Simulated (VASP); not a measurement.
# CdSe (P6_3mc): a series in uniaxial stress along [0001], part 2 of 2

How do the elastic response and the band edges of CdSe follow uniaxial stress along [0001]?

VASP 6.6.1, plane waves and PAW; the level of theory is named at each step.

So far: Set-up; Relax the crystal, LDA; Strain across the axis, LDA; Band edges, TB-mBJ with spin-orbit coupling; Band edges, r2SCAN.

## 5. Band edges, r2SCAN (continued)

Level of this step: r2SCAN; plane waves and PAW (Cd, Se) (VASP).

OUTCAR, selected parts (step 5):

```text
  Total        2.2787769      2.2787769      1.8227239     -0.0000000      0.0000000      0.0000000
  in kB       33.3450874     33.3450874     26.6717138     -0.0000000      0.0000000      0.0000000
  external PRESSURE =      31.1206295 kB  Pullay stress =       0.0000000 kB

 POSITION                                       TOTAL-FORCE (eV/Angst)
 -----------------------------------------------------------------------------------
     -0.00000      2.44949      0.01580        -0.000000      0.000000      0.014078
      2.12132      1.22474      3.52775        -0.000000     -0.000000      0.014078
     -0.00000      2.44949      2.63221         0.000000      0.000000     -0.014078
      2.12132      1.22474      6.14417         0.000000      0.000000     -0.014078
 -----------------------------------------------------------------------------------
    total drift:                                0.000000      0.000001     -0.007302

  FREE ENERGIE OF THE ION-ELECTRON SYSTEM (eV)
  ---------------------------------------------------
  free  energy   TOTEN  =     -1041.6726217360 eV

  energy  without entropy=    -1041.6726217360  energy(sigma->0) =    -1041.67262174

[... 1 part as in an earlier step ...]

[... 2 further parts left out ...]
[key lines of the parts left out:]
E-fermi :   1.1539
```

Read from the output:

| Property | Result |
| --- | --- |
| energy(sigma→0) of the program | -1041.6726 eV |
| stress, compression positive | xx, yy, zz 3.33, 3.33, 2.67 GPa |

The run ends at a pressure of 3.11 GPa, with forces up to 0.014 eV/Å.

## 6. All members

Runs beyond LDA use the data sets made with LDA; this shifts their levels slightly, and their total energies have another zero (at TB-mBJ, which has no energy functional, they mean nothing).

The other members went through these steps as far as the tables show, with the same cutoff and, step by step, the same mesh; 41 runs are not shown. The session took 5.4 core hours (wall time by ranks) on a shared machine.

```tsv
strain along the axis (%)	strain across the axis (%)	stress along the axis, tension positive (GPa)	energy above the unstrained row (meV/atom)	gap on the mesh, LDA (eV)
-2.000	0.674	-1.217	2.293	0.504
-1.500	0.505	-0.921	1.334	0.513
-1.000	0.336	-0.627	0.625	0.514
-0.500	0.169	-0.307	0.189	0.499
0	0.000	-0.011	0.000	0.482
0.500	-0.159	0.293	0.080	0.465
1.000	-0.319	0.629	0.411	0.447
1.500	-0.477	0.958	1.021	0.428
2.000	-0.635	1.286	1.929	0.409
```

Slopes at zero strain, from cubics through all rows: strain ratio -0.328, stress over strain 62 GPa.

Band edges at TB-mBJ with spin-orbit coupling, counted from the valence-band top at Γ, spin-orbit pairs averaged, with one row partly withheld:

```tsv
strain along the axis (%)	gap (eV)	conduction band at Γ (eV)	lowest conduction level on M–L (eV)	second valence level below the top (eV)	third valence level below the top (eV)
-2.000	2.003	2.003	3.751	0.040	0.361
-1.500	2.004	2.004	3.746	0.023	0.351
-1.000	?	?	3.740	0.006	0.342
-0.500	1.995	1.995	3.723	0.011	0.345
0	1.978	1.978	3.699	0.028	0.355
0.500	1.960	1.960	3.675	0.045	0.366
1.000	1.938	1.938	3.648	0.061	0.380
1.500	1.917	1.917	3.622	0.076	0.395
2.000	1.894	1.894	3.594	0.090	0.411
```

Conduction masses, in electron masses:

```tsv
strain along the axis (%)	conduction mass at Γ, along the strain axis or the normal of the plane	conduction mass at Γ, across the strain axis or in the plane
-2.000	0.167	0.176
-1.500	0.165	0.176
-1.000	0.163	0.177
-0.500	0.162	0.178
0	0.160	0.178
0.500	0.160	0.180
1.000	0.157	0.179
1.500	0.156	0.180
2.000	0.154	0.181
```

Band edges at r2SCAN, counted from the valence-band top at Γ:

```tsv
strain along the axis (%)	gap (eV)	conduction band at Γ (eV)	lowest conduction level on M–L (eV)	second valence level below the top (eV)	third valence level below the top (eV)
-2.000	1.249	1.249	3.217	0.043	0.043
-1.500	1.258	1.258	3.217	0.019	0.019
-1.000	1.261	1.261	3.212	0.000	0.006
-0.500	1.244	1.244	3.187	0.000	0.032
0	1.225	1.225	3.161	0.000	0.059
0.500	1.206	1.206	3.135	0.000	0.088
1.000	1.186	1.186	3.108	0.000	0.117
1.500	1.165	1.165	3.081	0.000	0.147
2.000	1.142	1.143	3.053	0.000	0.179
```

Conduction masses, in electron masses:

```tsv
strain along the axis (%)	conduction mass at Γ, along the strain axis or the normal of the plane	conduction mass at Γ, across the strain axis or in the plane
-2.000	0.100	0.106
-1.500	0.100	0.106
-1.000	0.099	0.105
-0.500	0.098	0.105
0	0.097	0.105
0.500	0.097	0.105
1.000	0.096	0.105
1.500	0.095	0.105
2.000	0.094	0.105
```

## 7. Working out the slope

The quantity to fit is the conduction level at Γ above the mean of the three top valence levels at TB-mBJ with spin-orbit coupling: 2.136, 2.129, 2.114, 2.106, 2.097, 2.085, 2.074, 2.061 eV in the rows shown.

Fitting a parabola to the 8 known rows (e: strain in %) gives E = − 0.001782 e² − 0.01865 e + 2.106 in eV; the residuals are 4.8e-4 eV r.m.s.

For the withheld row, e = -1, the fit gives 2.1226 eV.

## 8. Prediction against calculation

The calculation gives 2.1217 eV, so the prediction is 0.0009 eV too high, within twice the residual of the fit.

## 9. What came out

```
Poisson ratio                                                                                                                     : 0.328
Young's modulus along the axis                                                                                                    : 62 GPa
gap of the unstrained cell, TB-mBJ with spin-orbit coupling                                                                       : 1.98 eV
gap of the unstrained cell, r2SCAN                                                                                                : 1.23 eV
slope at zero strain of the conduction level at Γ above the mean of the three top valence levels, TB-mBJ with spin-orbit coupling : -19 meV per %
error of the predicted row                                                                                                        : 0.9 meV
```

What this shows: As a check, the curvature of the energy gives 60 GPa for the same modulus (energy per volume = E/2 × strain²), 3 % from the slope of the stress. At TB-mBJ with spin-orbit coupling the lowest conduction valley is Γ throughout, and the gap runs between 1.89 and 2.01 eV. At r2SCAN the lowest conduction valley is Γ throughout, and the gap runs between 1.14 and 1.26 eV. Hole masses are left out throughout, since the top bands are degenerate or cross in many series; of conduction masses, those of the Γ, L and (for Si and Ge under (001) strain) Δ valleys are kept where they change by under an eighth between rows. TB-mBJ is a potential fitted for gaps; it has no energy functional, so its total energies and forces mean nothing, and its bands tend to come out too narrow. r2SCAN opens gaps somewhat over GGA but leaves them below measured values as a rule. Spin-orbit coupling is left out at r2SCAN, so the valence splittings there lack it. Temperature, zero-point motion and excitons are left out.

[Lines on the potential files, build, host, timing and source positions are cut from VASP's logs without a mark.]

[Logs are printed without paths, hosts, clocks, repeated set-up lines and the standing remarks that a program may print on its own settings, such as how far it seeks lower states.]

[Hosts, paths, dates, database ids (printed as entryN), source tags and the programs' standing remarks are cut or masked in the printed files.]

[In band tables of VASP the shares of atoms and orbitals are scaled to a sum of 1 inside the atoms' spheres.]
